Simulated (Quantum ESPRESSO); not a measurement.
## AlN under changes of volume

One of the cells (9.946 Å³/atom); the others are scaled copies at fixed shape and fractional positions:

```xyz
4
Lattice="3.3121 0.0000 0.0000 -1.6561 2.8684 0.0000 0.0000 0.0000 4.1876" Properties=species:S:1:pos:R:3 pbc="T T T"
Al    1.6561    0.9561    1.0469
Al    0.0000    1.9123    3.1407
N     1.6561    0.9561    3.1407
N     0.0000    1.9123    1.0469
```

Measurements of this composition are mostly on another form, of space group No. 186.

```yaml
Program: Quantum ESPRESSO 7.5
Functional: PBEsol
Potentials_or_basis: GBRV 1.5 PBEsol
Cutoff: 612 eV
Density_cutoff: 4898 eV
k_mesh: 9 × 9 × 7
Occupations: fermi-dirac, width 0.05 eV
Spin: no spin polarisation
```

```csv
volume (Å³/atom),energy over the lowest point (meV/atom),pressure (GPa),gap on the mesh (eV)
9.349,?,?,?
9.548,4.61,6.1,3.49
9.747,0.00,1.3,3.34
9.946,0.99,-2.9,3.19
10.145,7.04,-6.8,3.04
10.344,17.68,-10.3,2.90
10.543,32.46,-13.5,2.76
```

Task: What does the run at 9.349 Å³/atom give?

Result: Energy over the lowest point 15.42 meV/atom; pressure 11.3 GPa; gap on the mesh 3.65 eV.

Worked out: A Birch-Murnaghan fit of order 3 (a polynomial in V^(-2/3)) to the other rows has its minimum at 9.81 Å³/atom with B0 = V·E''(V) = 215 GPa and B' = 4.0 at fixed shape and positions, which overstates the stiffness. It gives 15.41 meV/atom at 9.349 Å³/atom, against the run's 15.42, and -dE/dV = 11.4 GPa, against 11.3. A straight line through the other rows of the gap, of slope -7.38 eV per unit of ln V (its deformation potential), extrapolates to 3.65 eV, against the run's 3.65.

Energies are extrapolated to zero smearing.

Caveats: an odd mesh through Γ misses points on the zone boundary, where band edges often lie (some runs).
